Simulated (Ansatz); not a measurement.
# Ca (hP4 type): how the settings move a single-point run

Aim: see which settings change the result for Ca (hP4 type), by how much, and at what cost.

Computed with Ansatz 0.2.0 (reference: DFT, PBE, all-electron LAPW, scalar-relativistic, unless a step's input says otherwise).

**1. The starting structure**

It takes space group P6_3/mmc (No. 194, hexagonal). The conventional cell has a = 3.255 Å, b = 3.255 Å, c = 10.707 Å, α = 90.00°, β = 90.00°, γ = 120.00°. Ca (site symmetry -3m) is surrounded by 12 Ca at 3.25 to 3.27 Å. Ca (site symmetry -6m2) has 12 Ca at 3.25 to 3.27 Å as nearest neighbours.

Coordinates:

```
Ca
1.0
     3.25452    0.00000    0.00000
    -1.62726    2.81850    0.00000
     0.00000    0.00000   10.70665
Ca
4
Direct
  0.00000 0.00000 0.00000
  0.00000 0.00000 0.50000
  0.33333 0.66667 0.25000
  0.66667 0.33333 0.75000
```

**2. Reference**

input.yaml

```yaml
crystal:
  lattice:
    - [3.2545229137, 0.0, 0.0]
    - [-1.6272614568, 2.8184995204, 0.0]
    - [0.0, 0.0, 10.7066471219]
  atoms:
    - { symbol: Ca, position: [0.0, 0.0, 0.0] }
    - { symbol: Ca, position: [0.0, 0.0, 0.5] }
    - { symbol: Ca, position: [0.3333333333, 0.6666666667, 0.25] }
    - { symbol: Ca, position: [0.6666666667, 0.3333333333, 0.75] }
kpoints:
  mp_grid: { grid: [7, 7, 4] }
scf:
  occupations: { method: fermi_dirac, width: 0.1 }
hamiltonian:
  xc: pbe
  pseudopotentials: { kind: all_electron, lapw: { basis_error: 0.001 } }
output:
  forces: true
  stress: true
  eigenvalues: true
  populations: true
```

Command:

```sh
ansatz run input.yaml --threads 1 --pin off --max-ram 3072MiB --backend cpu --events-out ev --progress --plain --runs-dir out
```

**3. Changed: mixing.algorithm msr1, mixing.beta 0.05**

input.yaml, as its differences from that of step 2:

```diff
@@ -14,2 +14,3 @@
   occupations: { method: fermi_dirac, width: 0.1 }
+  mixing: { algorithm: msr1, beta: 0.05 }
 hamiltonian:
```

Before running it: what results should come out? Wanted: for each run, ending; energy change; pressure; gap; force.

As calculated:

| run | ending | energy change | pressure (GPa) | gap (eV) | force (eV/Å) | cycles | time |
| --- | --- | --- | --- | --- | --- | --- | --- |
| reference | converged | 0 | 21.5 | 0.02 | 0.00 | 8 | 8.6 s |
| 1: mixing.algorithm msr1, mixing.beta 0.05 | converged | 0.0 meV/atom | 21.5 | 0.02 | 0.00 | 9 | 9.1 s |

Residual by cycle in the longest SCF loop of each run; runs are numbered as in the table. The quantity is the density residual dr2, in eV.

| cycle | reference | run 1 |
| --- | --- | --- |
| 1 | 0.0952 | 0.0952 |
| 2 | 0.0572 | 0.091 |
| 3 | 0.0102 | 0.0162 |
| 4 | 2.5e-4 | 0.00131 |
| 5 | 8.7e-5 | 4.5e-5 |
| 6 | 6.8e-6 | 7.5e-6 |
| 7 | 1.2e-6 | 2.1e-6 |
| 8 | 3.1e-8 | 2.8e-7 |
| 9 | - | 9.1e-9 |

The changed mixing doesn't alter the result here (within 0.5 meV/atom). Cost: 9 SCF cycles against 8. The structure is not at rest: the sound run finds 21 GPa, so these are no properties of the relaxed crystal. 
